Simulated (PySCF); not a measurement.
Compound: phenol, C6H6O.
Numbering: `[OH:1][c:2]1[cH:3][cH:4][cH:5][cH:6][cH:7]1`

Geometry (GFN2-xTB, Å), atoms numbered from 1 in this order:
```
atom  x, y, z in Å
O1     2.4825   -0.1777    0.0087
C2     1.1236   -0.0944    0.0018
C3     0.3922   -1.2778   -0.0313
C4    -0.9879   -1.2322   -0.0379
C5    -1.6514   -0.0161   -0.0110
C6    -0.9241    1.1601    0.0221
C7     0.4591    1.1258    0.0277
H8     2.8640    0.7082    0.0332
H9     0.9254   -2.2151   -0.0491
H10   -1.5511   -2.1531   -0.0658
H11   -2.7302    0.0137   -0.0139
H12   -1.4340    2.1121    0.0438
H13    1.0275    2.0470    0.0539
```

NICS is the negative of the GIAO shielding at a point without a nucleus: at the ring centre (0) and 1 Å above and below it (1); zz is the component along the ring normal. Level: GIAO PBE0/pcSseg-1 (PySCF, non-relativistic, gas phase) on the GFN2-xTB geometry, one conformer.

Ring bond lengths (Å), with Mayer bond orders in brackets: C2–C3 1.392 (1.39), C3–C4 1.381 (1.46), C4–C5 1.386 (1.42), C5–C6 1.383 (1.44), C6–C7 1.384 (1.44), C7–C2 1.390 (1.37).

Q: What do the NICS probes read (ppm)?

A: 
```tsv
ring	type	NICS(0)	NICS(1), two faces	NICS(1)zz, two faces	rms pucker (Å)	centre to ring atoms, mean (Å)
C2–C3–C4–C5–C6–C7	6-membered carbocycle; formal bonds all aromatic	-9.5	-11.0 / -11.0	-27.5 / -27.5	0.00	1.39
```

Q: What do they say, and how far can they be read as aromaticity?

A: 
- C2–C3–C4–C5–C6–C7: mean NICS(1)zz -27.5 ppm, shielded. The ring is flat and has no four-coordinate atom; by the NICS criterion it is aromatic.

Q: How equal are the bonds by HOMA? HOMA takes Krygowski's 1993 parameters.

A: 
- C2–C3–C4–C5–C6–C7: HOMA 1.00 = 1 − EN − GEO, with mean bond length 1.386 Å, EN = α(Ropt − mean)² = 0.001 and GEO = α × variance = 0.004. The geometric and the magnetic index point the same way.

Q: List the ring angles and the Hirshfeld charges of the ring atoms.

A: 
- C2–C3–C4–C5–C6–C7: C2 119.7° (+0.075 e), C3 119.8° (-0.070 e), C4 120.5° (-0.046 e), C5 119.7° (-0.066 e), C6 120.3° (-0.048 e), C7 120.0° (-0.082 e); sum 720.0° against 720° for a flat convex ring.

Q: What are the shieldings of the ring atoms and their hydrogens in the same run (means over atoms taken as equivalent)?

A: 
```
   atoms                     environment  σ isotropic (ppm)
      C2  aromatic carbon bearing oxygen               23.1
 C3 (×2)              aromatic CH carbon               68.2
 C4 (×2)              aromatic CH carbon               51.7
      C5              aromatic CH carbon               62.1
 H9 (×2)               aromatic hydrogen              24.76
H10 (×2)               aromatic hydrogen              24.18
     H11               aromatic hydrogen              24.61
```
